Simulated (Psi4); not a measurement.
# CHF3 (trifluoromethane) at MP2/aug-pcseg-0 (density fitting, density fitting for correlation, sweep point 1)

What is the vertical ionisation energy of CHF3 (trifluoromethane) at MP2/aug-pcseg-0 (density fitting, density fitting for correlation, sweep point 1)? The job is set up through a Python script.

The results are computed with Psi4 1.11.

## Step 1: The molecule

The species is CHF3 (5 atoms), meant as a singlet with charge 0. As SMILES, `FC(F)F`. Geometry: relaxed at GFN2-xTB.

Bond lengths: F1–C2 1.328 Å, C2–F3 1.328 Å, C2–F4 1.328 Å, C2–H5 1.104 Å. Angles: F1–C2–F3 108.4°, F1–C2–F4 108.4°, F3–C2–F4 108.4°, F1–C2–H5 110.5°, F3–C2–H5 110.5°, F4–C2–H5 110.5°.

## Step 2: The energy at MP2/aug-pcseg-0 (density fitting, density fitting for correlation, sweep point 1)

Contents of job.py:

```python
import psi4

psi4.set_memory('1600 MB')
psi4.set_num_threads(1)
psi4.core.set_output_file('psi4.out', False)

m = psi4.geometry("""
F     -0.667670    -0.332390     1.075060
C      0.018950     0.054610     0.006800
F      1.042420    -0.774930    -0.157420
F     -0.771270    -0.038770    -1.056390
H      0.377570     1.091490     0.131950
symmetry c1
""")

options = {'puream': True, 'scf_type': 'df', 'num_frozen_docc': 4}
psi4.set_options(options)

E, wfn = psi4.energy("mp2/aug-pcseg-0", molecule=m, return_wfn=True)
print(f'total energy {E:.8f} hartree = {E * 27.211386:.5f} eV')
```

The run is started by

```sh
$ python job.py
```

psi4.out (excerpt; [...] marks lines left out):

```text
[...]
  Running in c1 symmetry.
[...]
  Nuclear repulsion =  134.276546019310217
[...]
  Multiplicity = 1
[...]
  Nalpha       = 17
  Nbeta        = 17
[...]
    Number of basis functions: 55
[...]
   @DF-RHF iter   1:  -335.69513994853827   -2.56326e-01   8.45393e-03 DIIS/ADIIS
[...]
   @DF-RHF iter  11:  -335.78879838926895   -8.52651e-13   1.96459e-09 DIIS
[...]
    Orbital Energies [Eh]
    ---------------------
    Doubly Occupied:
       1A    -26.389471     2A    -26.389419     3A    -26.389294
       4A    -11.554396     5A     -1.782024     6A     -1.674045
       7A     -1.673852     8A     -1.007210     9A     -0.882499
      10A     -0.850459    11A     -0.850435    12A     -0.735903
      13A     -0.735832    14A     -0.693560    15A     -0.693480
      16A     -0.680921    17A     -0.620634
[...]
  @DF-RHF Final Energy:  -335.78879838926895
   => Energetics <=
    Nuclear Repulsion Energy =            134.2765460193102172
    One-Electron Energy =                -732.9238175894269034
    Two-Electron Energy =                 262.8584731808477386
    Total Energy =                       -335.7887983892689476
[...]
 Multipole Moments:
 ------------------------------------------------------------------------------------
     Multipole            Electronic (a.u.)      Nuclear  (a.u.)        Total (a.u.)
 ------------------------------------------------------------------------------------
 L = 1.  Multiply by 2.5417464519 to convert [e a0] to [Debye]
 Dipole X            :         -0.2295999            0.5407870            0.3111871
 Dipole Y            :         -0.6646158            1.5631890            0.8985732
 Dipole Z            :         -0.0795161            0.1891236            0.1096075
 Magnitude           :                                                    0.9572277
[...]
```

On the terminal:

```text
total energy -336.26988764 hartree = -9150.36971 eV
```

Wall time 1.3 s (1 thread of Intel Xeon 6975P-C (Granite Rapids), shared host); peak memory 0.19 GiB.

## Step 3: The doublet cation, same level

Contents of chf3.py:

```python
import psi4

psi4.set_memory(1600000000)
psi4.set_num_threads(1)
psi4.set_output_file('run.log', False)

m = psi4.geometry("""
1 2
F     -0.667670    -0.332390     1.075060
C      0.018950     0.054610     0.006800
F      1.042420    -0.774930    -0.157420
F     -0.771270    -0.038770    -1.056390
H      0.377570     1.091490     0.131950
symmetry c1
""")

psi4.set_options({
    'basis': 'aug-pcseg-0',
    'reference': 'uhf',
    'puream': True,
    'scf_type': 'df',
    'num_frozen_docc': 4,
    'maxiter': 150,
})

e = psi4.energy('mp2', molecule=m)
print(f'mp2 energy: {e:.10f} Eh')
for k, v in sorted(psi4.core.scalar_variables().items()):
    print(f'{k:45s} {v:18.10f}')
```

The run is started by

```sh
$ python chf3.py
```

run.log (excerpt; [...] marks lines left out):

```text
[...]
  Running in c1 symmetry.
[...]
  Nuclear repulsion =  134.276546019310217
[...]
  Multiplicity = 2
[...]
  Nalpha       = 17
  Nbeta        = 16
[...]
    Number of basis functions: 55
[...]
   @DF-UHF iter   1:  -335.03936776405220    3.99446e-01   9.61454e-03 ADIIS/DIIS
[...]
   @DF-UHF iter  72:  -335.20531259494862   -5.41149e-11   8.89317e-09 DIIS
[...]
   @S^2 Observed:                7.799718705E-01
[...]
    Orbital Energies [Eh]
    ---------------------
    Alpha Occupied:
       1A    -26.756812     2A    -26.752247     3A    -26.749172
       4A    -11.914482     5A     -2.132360     6A     -2.027735
       7A     -2.023713     8A     -1.378157     9A     -1.237078
      10A     -1.190024    11A     -1.188434    12A     -1.088629
      13A     -1.086234    14A     -1.029282    15A     -1.028309
      16A     -1.018670    17A     -1.015150
    Alpha Virtual:
      18A     -0.145431    19A     -0.089581    20A     -0.089431
      21A     -0.071866    22A     -0.018436    23A      0.024979
      24A      0.025416    25A      0.036561    26A      0.092926
[...]
  @DF-UHF Final Energy:  -335.20531259494862
   => Energetics <=
    Nuclear Repulsion Energy =            134.2765460193102172
    One-Electron Energy =                -721.4176100097820381
    Two-Electron Energy =                 251.9357513955231980
    Total Energy =                       -335.2053125949486230
  UHF NO Occupations:
  HONO-2 :   15  A 1.9946456
  HONO-1 :   16  A 1.9941142
[...]
 Multipole Moments:
 ------------------------------------------------------------------------------------
     Multipole            Electronic (a.u.)      Nuclear  (a.u.)        Total (a.u.)
 ------------------------------------------------------------------------------------
 L = 1.  Multiply by 2.5417464519 to convert [e a0] to [Debye]
 Dipole X            :         -0.0455959            0.5407870            0.4951912
 Dipole Y            :         -0.0732191            1.5631890            1.4899699
 Dipole Z            :          0.0076013            0.1891236            0.1967248
 Magnitude           :                                                    1.5823796
[...]
```

On the terminal:

```text
mp2 energy: -335.7126979062 Eh
CURRENT CORRELATION ENERGY                         -0.5073853113
CURRENT ENERGY                                   -335.7126979062
CURRENT REFERENCE ENERGY                         -335.2053125949
CUSTOM SCS-MP2 CORRELATION ENERGY                  -0.4856257838
CUSTOM SCS-MP2 TOTAL ENERGY                      -335.6909383788
DD SOLVATION ENERGY                                 0.0000000000
HF KINETIC ENERGY                                 334.8096608614
HF POTENTIAL ENERGY                              -670.0149734563
HF TOTAL ENERGY                                  -335.2053125949
HF VIRIAL RATIO                                     2.0011817214
MP2 CORRELATION ENERGY                             -0.5073853113
MP2 DOUBLES ENERGY                                 -0.5073853113
MP2 OPPOSITE-SPIN CORRELATION ENERGY               -0.3651892462
MP2 SAME-SPIN CORRELATION ENERGY                   -0.1421960651
MP2 SINGLES ENERGY                                 -0.0000000000
MP2 TOTAL ENERGY                                 -335.7126979062
NUCLEAR REPULSION ENERGY                          134.2765460193
ONE-ELECTRON ENERGY                              -721.4176100098
PCM POLARIZATION ENERGY                             0.0000000000
PE ENERGY                                           0.0000000000
SCF ITERATION ENERGY                             -335.2053125949
SCF ITERATIONS                                     72.0000000000
SCF TOTAL ENERGY                                 -335.2053125949
SCS-MP2 CORRELATION ENERGY                         -0.4856257838
SCS-MP2 TOTAL ENERGY                             -335.6909383788
TWO-ELECTRON ENERGY                               251.9357513955
```

It took 1.8 s on 1 thread of Intel Xeon 6975P-C (Granite Rapids), shared host; peak memory 0.19 GiB.

## Step 4: Results

At MP2/aug-pcseg-0 (density fitting, density fitting for correlation, sweep point 1), 4 core orbitals frozen:

```
                                                                  quantity          value
                                                singlet CHF3: total energy  -336.26989 Eh
                         singlet CHF3: HOMO energy (Hartree–Fock orbitals)      -16.89 eV
                         singlet CHF3: LUMO energy (Hartree–Fock orbitals)        0.95 eV
                       singlet CHF3: HOMO–LUMO gap (Hartree–Fock orbitals)       17.84 eV
                 singlet CHF3: correlation energy (4 core orbitals frozen)     -481.1 mEh
                                              doublet cation: total energy  -335.71270 Eh
doublet cation: HOMO energy (Hartree–Fock orbitals) (highest over α and β)      -25.84 eV
 doublet cation: LUMO energy (Hartree–Fock orbitals) (lowest over α and β)      -14.87 eV
               doublet cation: correlation energy (4 core orbitals frozen)     -507.4 mEh
                         doublet cation: ⟨S²⟩ of the reference determinant          0.780
                        vertical ionisation energy (to the doublet cation)      15.162 eV
```

What this shows: Removing an electron at fixed nuclei costs 15.16 eV (1463 kJ/mol).
